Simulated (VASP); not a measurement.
# Ga (Cmce) in VASP: further runs

One crystal, Ga, is run at these levels: PBEsol, PBE+D3(BJ); tasks: relaxation of cell and atoms.

Program: VASP 6.6.1. These are calculated values, not measurements. Logs are shortened: lines on timing, memory, paths and dates and some standing lists are left out, and cuts for length are marked.

### 1 Starting point

Symmetry: Cmce, No. 64, orthorhombic system. The conventional cell has a = 4.510 Å, b = 7.583 Å, c = 4.467 Å, α = 90.00°, β = 90.00°, γ = 90.00°. Ga (site symmetry m) has 7 Ga at 2.48 to 2.77 Å as nearest neighbours.

### 2 Relaxation of cell and atoms, PBEsol

INCAR

```
SYSTEM = Ga
ALGO = Normal
EDIFF = 1E-7
EDIFFG = -0.005
ENCUT = 600
GGA = PS
IBRION = 2
ISIF = 3
ISMEAR = 1
KPAR = 2
LASPH = .TRUE.
LCHARG = .FALSE.
LREAL = .FALSE.
LWAVE = .FALSE.
NELM = 80
NSW = 90
PREC = Accurate
SIGMA = 0.1
```

KPOINTS

```
k-points
0
G
  10 10 8
  0 0 0
```

POSCAR

```
Ga                                      
1.0
    2.2547615747     -3.7916038872      0.0000000000
    2.2547615747      3.7916038872     -0.0000000000
    0.0000000000     -0.0000000000      4.4665326064
  Ga            
     4
Direct
     0.8440212369455043    0.1559787630544957    0.0835859122338792
     0.6559787630544957    0.3440212369455044    0.5835859122338795
     0.1559787630544957    0.8440212369455043    0.9164140877661205
     0.3440212369455044    0.6559787630544957    0.4164140877661208
```

Potentials or basis: VASP PAW PBE potentials, release 64 (Ga_d).

On the command line:

```bash
$ cat potpaw_PBE.64/Ga_d/POTCAR > POTCAR
$ mpirun -np 2 vasp_std > vasp.out
```

OUTCAR:

```text
SYSTEM = Ga
   EDIFF = 1E-7
   EDIFFG = -0.005
   ENCUT = 600
   GGA = PS
   IBRION = 2
   ISIF = 3
   ISMEAR = 1
   LASPH = .TRUE.
   LREAL = .FALSE.
   NELM = 80
   NSW = 90
   PREC = Accurate

 ion  position               nearest neighbor table
   1  0.844  0.156  0.084-   3 2.48   2 2.65   2 2.65   4 2.70   4 2.70   3 2.77   3 2.77
   2  0.656  0.344  0.584-   4 2.48   1 2.65   1 2.65   3 2.70   3 2.70   4 2.77   4 2.77
   3  0.156  0.844  0.916-   1 2.48   4 2.65   4 2.65   2 2.70   2 2.70   1 2.77   1 2.77
   4  0.344  0.656  0.416-   2 2.48   3 2.65   3 2.65   1 2.70   1 2.70   2 2.77   2 2.77

  LATTYP: Found a base centered orthorhombic cell.
 ALAT       =     4.5095231494
 B/A-ratio  =     1.6815985911
 C/A-ratio  =     0.9904667209

  Lattice vectors:

 A1 = (   2.2547615747,  -3.7916038872,   0.0000000000)
 A2 = (   2.2547615747,   3.7916038872,   0.0000000000)
 A3 = (   0.0000000000,   0.0000000000,   4.4665326064)

Analysis of symmetry for initial positions (statically):
=====================================================================
 Subroutine PRICEL returns:
 Original cell was already a primitive cell.

 Routine SETGRP: Setting up the symmetry group for a
 base centered orthorhombic supercell.

 Subroutine GETGRP returns: Found  8 space group operations
 (whereof  4 operations were pure point group operations)
 out of a pool of  8 trial point group operations.

The static configuration has the point symmetry C_2h.
 The point group associated with its full space group is D_2h.

Analysis of symmetry for dynamics (positions and initial velocities):
=====================================================================
 Subroutine PRICEL returns:
 Original cell was already a primitive cell.

 Routine SETGRP: Setting up the symmetry group for a
 base centered orthorhombic supercell.

 Subroutine GETGRP returns: Found  8 space group operations
 (whereof  4 operations were pure point group operations)
 out of a pool of  8 trial point group operations.

The dynamic configuration has the point symmetry C_2h.
 The point group associated with its full space group is D_2h.

 Subroutine INISYM returns: Found  8 space group operations
 (whereof  4 operations are pure point group operations),
 and found     1 'primitive' translations

----------------------------------------------------------------------------------------

                                     Primitive cell

  volume of cell :      76.3702

  direct lattice vectors                    reciprocal lattice vectors
     2.254761575 -3.791603887  0.000000000     0.221752936 -0.131870315  0.000000000
     2.254761575  3.791603887  0.000000000     0.221752936  0.131870315  0.000000000
     0.000000000  0.000000000  4.466532606     0.000000000  0.000000000  0.223887317

  length of vectors
     4.411372779  4.411372779  4.466532606     0.258000281  0.258000281  0.223887317

  position of ions in fractional coordinates (direct lattice)
     0.844021237  0.155978763  0.083585912
     0.655978763  0.344021237  0.583585912
     0.155978763  0.844021237  0.916414088
     0.344021237  0.655978763  0.416414088

  ion indices of the primitive-cell ions
   primitive index   ion index
                 1           1
                 2           2
                 3           3
                 4           4

----------------------------------------------------------------------------------------

 KPOINTS: k-points

Automatic generation of k-mesh.
 Grid dimensions read from file:
 generate k-points for:   10   10    8

 Generating k-lattice:

  Cartesian coordinates                     Fractional coordinates (reciprocal lattice)
     0.022175294 -0.013187032  0.000000000     0.100000000  0.000000000  0.000000000
     0.022175294  0.013187032  0.000000000     0.000000000  0.100000000  0.000000000
     0.000000000  0.000000000  0.027985915     0.000000000  0.000000000  0.125000000

  Length of vectors
     0.025800028  0.025800028  0.027985915

  Shift w.r.t. Gamma in fractional coordinates (k-lattice)
     0.000000000  0.000000000  0.000000000

 Subroutine IBZKPT returns following result:
 ===========================================

 Found    155 irreducible k-points:

 Following reciprocal coordinates:
            Coordinates               Weight
  0.000000  0.000000  0.000000      1.000000
  0.100000  0.000000  0.000000      4.000000
  0.200000  0.000000  0.000000      4.000000
  0.300000 -0.000000  0.000000      4.000000
  0.400000 -0.000000  0.000000      4.000000
  0.500000 -0.000000  0.000000      2.000000
[... 16 lines left out ...]
  0.300000  0.300000  0.000000      2.000000
  0.400000  0.300000  0.000000      4.000000
 [... further k-points ...]
   k-points           NKPTS =    155   k-points in BZ     NKDIM =    155   number of bands    NBANDS=     31
   number of dos      NEDOS =    301   number of ions     NIONS =      4
   total plane-waves  NPLWV =  46656
   dimension x,y,z NGX =    36 NGY =   36 NGZ =   36
   dimension x,y,z NGXF=    72 NGYF=   72 NGZF=   72
   ions per type =               4
   NGX,Y,Z   is equivalent  to a cutoff of  13.57, 13.57, 13.40 a.u.
   NGXF,Y,Z  is equivalent  to a cutoff of  27.13, 27.13, 26.80 a.u.
 SYSTEM =  Ga
   PREC   = accura    normal or accurate (medium, high low for compatibility)
   ISTART =      0    job   : 0-new  1-cont  2-samecut
   ICHARG =      2    charge: 1-file 2-atom 10-const
   ISPIN  =      1    spin polarized calculation?
   LNONCOLLINEAR =      F non collinear calculations
   LSORBIT =      F    spin-orbit coupling
   LASPH  =      T    aspherical Exc in radial PAW
   ENCUT  =  600.0 eV  44.10 Ry    6.64 a.u.   8.81  8.81  8.92*2*pi/ulx,y,z
   NELM   =     80;   NELMIN=  2; NELMDL= -5     # of ELM steps
   EDIFF  = 0.1E-06   stopping-criterion for ELM
   LREAL  =      F    real-space projection
   EDIFFG = -.5E-02   stopping-criterion for IOM
   NSW    =     90    number of steps for IOM
   IBRION =      2    ionic relax: 0-MD 1-quasi-New 2-CG
   NFREE  =      1    steps in history (QN), initial steepest desc. (CG)
   ISIF   =      3    stress and relaxation
   ISYM   =      2    0-nonsym 1-usesym 2-fastsym
   POTIM  = 0.5000    time-step for ionic-motion
   TEBEG  =    0.0;   TEEND  =   0.0 temperature during run
   PSTRESS=    0.0 pullay stress
   NELECT =      52.0000    total number of electrons
   NUPDOWN=      -1.0000    fix difference up-down
   EMIN   =  10.00;   EMAX   =-10.00  energy-range for DOS
   EFERMI =   0.00;   METHOD = LEGACY
   ISMEAR =     1;   SIGMA  =   0.10  broadening in eV -4-tet -1-fermi 0-gaus
   EFERMI_NEDOS =   21; number of points for ismear=-14 and -15
   IALGO  =     38    algorithm
   IMIX   =      4    mixing-type and parameters
     AMIX     =   0.40;   BMIX     =  1.00
     AMIX_MAG =   1.60;   BMIX_MAG =  1.00
  volume/ion in A,a.u.               =      19.09       128.84
  Fermi-wavevector in a.u.,A,eV,Ry     =   1.440239  2.721657 28.222409  2.074289
  Thomas-Fermi vector in A             =   2.559005
   LORBIT       =      0    0 simple, 1 ext, 2 COOP (PROOUT), +10 PAW based schemes
   GGA     = PS    functional components
   LHFCALC =     F    Hartree Fock is set to
   AEXX    =    0.0000 exact exchange contribution
   IVDW    =     0    specifies the selected vdW correction
   LEPSILON=     F    determine dielectric tensor
   LRPA    =     F    only Hartree local field effects (RPA)
 conjugate gradient relaxation of ions
 non-spin polarized calculation
 Methfessel and Paxton  Order N= 1 SIGMA  =   0.10
  energy-cutoff  :      600.00
  volume of cell :       76.37
 maximum number of plane-waves:      2572
   NGX = 17   NGY = 17   NGZ = 17

--------------------------------------- Ionic step        1  -------------------------------------------

 number of electron      52.0000000 magnetization

 Free energy of the ion-electron system (eV)
  ---------------------------------------------------
  ext. energy  EPLUGINS =         0.00000000
  ---------------------------------------------------
  free energy    TOTEN  =       -13.39975793 eV

  energy without entropy =      -13.40029863  energy(sigma->0) =      -13.39993816

------------------------ aborting loop because EDIFF is reached ----------------------------------------

  FORCE on cell =-STRESS in cart. coord.  units (eV):
  Direction    XX          YY          ZZ          XY          YZ          ZX
  --------------------------------------------------------------------------------------
  -------------------------------------------------------------------------------------
  Total        0.0104185     -0.0310409     -0.0062776      0.0000000      0.0000000      0.0000000
  in kB        0.2185702     -0.6512092     -0.1316984      0.0000000      0.0000000      0.0000000
  external PRESSURE =      -0.1881125 kB  Pullay stress =       0.0000000 kB
[... 61 lines left out ...]
  energy  without entropy=      -13.4003151293  energy(sigma->0) =      -13.39994864

--------------------------------------- Ionic step        3  -------------------------------------------

 number of electron      52.0000000 magnetization

 Free energy of the ion-electron system (eV)
  ---------------------------------------------------
  ext. energy  EPLUGINS =         0.00000000
  ---------------------------------------------------
  free energy    TOTEN  =       -13.39976515 eV

  energy without entropy =      -13.40031411  energy(sigma->0) =      -13.39994814

 E-fermi :   5.0103     XC(G=0): -10.9322

 val. band max:        4.9694314357   @ k =   0.0000   0.0000   0.3750
 cond. band min:       5.0123076450   @ k =  -0.2000   0.2000   0.5000
 fundamental gap:      0.0428762093
 Fermi energy:         5.0103474836

 k-point     1 :       0.0000    0.0000    0.0000
  band No.  band energies     occupation
      1     -10.0300      2.00000
      2     -10.0264      2.00000
      3      -9.9957      2.00000
      4      -9.9750      2.00000
      5      -9.9444      2.00000
      6      -9.9260      2.00000
[... 805 lines left out ...]
     30       7.5105      0.00000
     31       9.5653      0.00000

 [... further k-points ...]
[... 5 lines left out ...]
  --------------------------------------------------------------------------------------
  -------------------------------------------------------------------------------------
  Total        0.0125143     -0.0043540      0.0014768      0.0000000      0.0000000      0.0000000
  in kB        0.2626167     -0.0913695      0.0309902      0.0000000      0.0000000      0.0000000
  external PRESSURE =       0.0674125 kB  Pullay stress =       0.0000000 kB
[... 19 lines left out ...]
  FREE ENERGIE OF THE ION-ELECTRON SYSTEM (eV)
  ---------------------------------------------------
  free  energy   TOTEN  =       -13.3997651506 eV

  energy  without entropy=      -13.4003141070  energy(sigma->0) =      -13.39994814

 reached required accuracy - stopping structural energy minimisation
```

Wall time 3.6 min (2 MPI ranks of Intel Xeon Platinum 8488C (Sapphire Rapids), shared host); peak memory 0.43 GiB.

Results:

```
Free energy                            : -13.3998 eV
Relaxed volume                         : 19.09 Å³/atom
Relaxed cell                           : a = 4.410 Å, b = 4.410 Å, c = 4.466 Å, α = 90.00°, β = 90.00°, γ = 118.50°
Space group after relaxing (to 0.05 Å) : Cmce (No. 64)
Energy gained by relaxing              : 0.0 meV/atom
Ionic steps                            : 3
Pressure after relaxing                : 0.0 GPa
Largest force after relaxing           : 0.004 eV/Å
Band gap on the k mesh                 : none (metal or under the smearing width)
```

Forces in eV/Å, atoms in the order of the input:
```
Ga   0.000  0.002  0.003
Ga   0.000 -0.002  0.003
Ga   0.000 -0.002 -0.003
Ga   0.000  0.002 -0.003
```

Final structure:
```cif
data_structure
_symmetry_space_group_name_H-M 'P 1'
_symmetry_Int_Tables_number 1
_cell_length_a 4.4104
_cell_length_b 4.4104
_cell_length_c 4.4662
_cell_angle_alpha 90.000
_cell_angle_beta 90.000
_cell_angle_gamma 118.499
_cell_volume 76.35
loop_
_atom_site_label
_atom_site_type_symbol
_atom_site_fract_x
_atom_site_fract_y
_atom_site_fract_z
_atom_site_occupancy
Ga1 Ga 0.84402 0.15598 0.08361 1
Ga2 Ga 0.65598 0.34402 0.58361 1
Ga3 Ga 0.15598 0.84402 0.91639 1
Ga4 Ga 0.34402 0.65598 0.41639 1
```

Caveat: the PAW data sets were made with another functional, which shifts forces and pressure a little.

### 3 Relaxation of cell and atoms, PBE+D3(BJ)

This run uses another cell than the first one, of 19.59 Å³/atom, 1.026 times its volume.

INCAR

```
SYSTEM = Ga
  PREC = Accurate
  ENCUT = 600
  EDIFF = 1E-6
  ISMEAR = 1
  SIGMA = 0.1
  LREAL = .False.
  LASPH = .True.
  NELM = 80
  ALGO = Normal
  ISIF = 3
  LWAVE = .False.
  LCHARG = .False.
  GGA = PE
  IVDW = 12
  IBRION = 2
  NSW = 90
  EDIFFG = -0.01
  KPAR = 2
```

KPOINTS

```
regular mesh
0
Gamma
  10 10 8
  0 0 0
```

POSCAR

```
Ga
1.0
    2.2615000000     -3.8305000000      0.0000000000
    2.2615000000      3.8305000000      0.0000000000
    0.0000000000      0.0000000000      4.5240000000
Ga
4
Direct
    0.8451000000      0.1549000000      0.0810000000
    0.6549000000      0.3451000000      0.5810000000
    0.1549000000      0.8451000000      0.9190000000
    0.3451000000      0.6549000000      0.4190000000
```

Potentials or basis: VASP PAW PBE potentials, release 64 (Ga_d).

On the command line:

```bash
$ cat potpaw_PBE.64/Ga_d/POTCAR > POTCAR
$ mpirun -np 2 vasp_std > vasp.out
```

Run time: 26 min. Hardware: 2 MPI ranks of AMD EPYC 7R43 (Zen 3), shared host; peak memory 0.43 GiB.

Results (log left out):

```yaml
Free_energy: -12.7864 eV
Relaxed_volume: 19.42 Å³/atom
Relaxed_cell: a = 4.434 Å, b = 4.434 Å, c = 4.496 Å, α = 90.00°, β = 90.00°, γ = 118.48°
Space_group_after_relaxing_to_0.05_Å: Cmce (No. 64)
Energy_gained_by_relaxing: 1.0 meV/atom
Ionic_steps: 13
Pressure_after_relaxing: 0.0 GPa
Band_gap_on_the_k_mesh: none (metal or under the smearing width)
Dispersion_energy_per_atom: -0.299 eV
```

Forces on the atoms (eV/Å):
```
Ga   0.000  0.003  0.001
Ga   0.000 -0.003  0.001
Ga   0.000 -0.003 -0.001
Ga   0.000  0.003 -0.001
```

The path:
```csv
step,energy change (eV),largest force (eV/Å),pressure (GPa),volume (Å³)
1,0.0000,0.1255,-0.50,78.38
2,-0.0031,0.0175,0.06,77.69
3,-0.0031,0.0159,0.01,77.68
4,-0.0035,0.0178,0.02,77.67
5,-0.0037,0.0195,0.05,77.65
6,-0.0038,0.0202,0.06,77.65
7,-0.0039,0.0142,-0.16,77.75
8,-0.0039,0.0157,0.00,77.74
9,-0.0039,0.0139,-0.08,77.74
10,-0.0039,0.0147,0.02,77.69
11,-0.0040,0.0174,0.05,77.65
12,-0.0040,0.0119,0.08,77.66
13,-0.0041,0.0028,-0.03,77.69
```

Final structure:
```xyz
4
Lattice="2.2678 -3.8099 0.0000 2.2678 3.8099 0.0000 0.0000 0.0000 4.4958" Properties=species:S:1:pos:R:3 pbc="T T T"
Ga    2.2678   -2.6223    0.3768
Ga    2.2678   -1.1876    2.6247
Ga    2.2678    2.6223    4.1190
Ga    2.2678    1.1876    1.8711
```

Levels at points of the mesh, in eV from the Fermi level:
```csv
k point,band 23,band 24,band 25,band 26,band 27,band 28,band 29,band 30
"(0.00, 0.00, 0.00)",-3.61,-1.78,-1.70,-0.62,0.94,1.10,1.11,5.16
"(0.50, 0.00, 0.00)",-3.35,-3.35,-1.25,-1.25,0.88,0.88,4.25,4.25
"(0.50, 0.50, 0.00)",-4.16,-3.27,-1.56,-1.40,1.19,1.37,3.38,3.92
"(0.00, 0.00, 0.50)",-0.15,-0.15,0.04,0.04,0.14,0.14,2.20,2.20
"(0.50, 0.00, 0.50)",-6.19,-6.19,-1.44,-1.44,0.63,0.63,7.22,7.22
"(0.50, 0.50, 0.50)",-5.28,-5.28,-1.24,-1.24,-0.95,-0.95,6.91,6.91
```

Caveat: pairwise dispersion overbinds metals, which lowers pressure and volume.

[end of part 1 of 2]
